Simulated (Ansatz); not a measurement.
CuO:

```
CELL_PARAMETERS angstrom
1.99097 -2.15355 0.00000
1.99097 2.15355 0.00000
0.00000 0.00000 5.15593
ATOMIC_POSITIONS crystal
Cu 0.50000 0.00000 0.00000
Cu 0.00000 0.50000 0.50000
O 0.50000 0.50000 0.25000
O 0.50000 0.50000 0.75000
```

Measurements of this composition are mostly on another form, of space group No. 15.

| Quantity | Value |
| --- | --- |
| Program | Ansatz 0.2.0 |
| Task | relaxation of cell and atoms |
| Functional | RPBE |
| Potentials or basis | Ansatz PAW |
| Cutoff | 420 eV (not typed: the program's choice for these potentials) |
| k mesh | 9 × 9 × 5 |
| Occupations | fermi-dirac, width 0.05 eV |
| Spin | no spin polarisation |

At the start: volume 11.05 Å³/atom.

Task: How do energy, volume and symmetry change on relaxing?

Result: It ends after 11 steps and the volume is 11.61 Å³/atom (+5.0 %); space group P4_2/mmc (No. 131, to 0.05 Å).

The path:
```tsv
step	energy change (eV)	largest force (eV/Å)	volume (Å³)
1	0.0000	0.0000	44.21
2	-0.0275	0.0000	45.24
3	-0.0357	0.0000	46.27
4	-0.0358	0.0000	46.31
5	-0.0360	0.0000	46.28
6	-0.0468	0.0000	46.28
7	-0.0473	0.0000	46.42
8	-0.0474	0.0000	46.44
9	-0.0480	0.0000	46.44
10	-0.0481	0.0000	46.44
11	-0.0482	0.0000	46.44
```

Final structure:
```yaml
crystal:
  lattice:
    - [2.11230, -2.11728, 0.00000]
    - [2.11230, 2.11728, 0.00000]
    - [0.00000, 0.00000, 5.19214]
  atoms:
    - { symbol: Cu, position: [0.50000, 0.00000, 0.00000] }
    - { symbol: Cu, position: [0.00000, 0.50000, 0.50000] }
    - { symbol: O, position: [0.50000, 0.50000, 0.25000] }
    - { symbol: O, position: [0.50000, 0.50000, 0.75000] }
```

Caveat: the plane-wave basis is chosen anew once the cell has moved, so the energies of steps on either side of that aren't comparable; the pressure holds a Pulay correction of +0.6 GPa for the finite cutoff; the run has no spin polarisation, though such a crystal can be magnetic; the PAW data sets come from PBE, with cores solved anew for the run's functional, which leaves a small shift of forces and pressure.
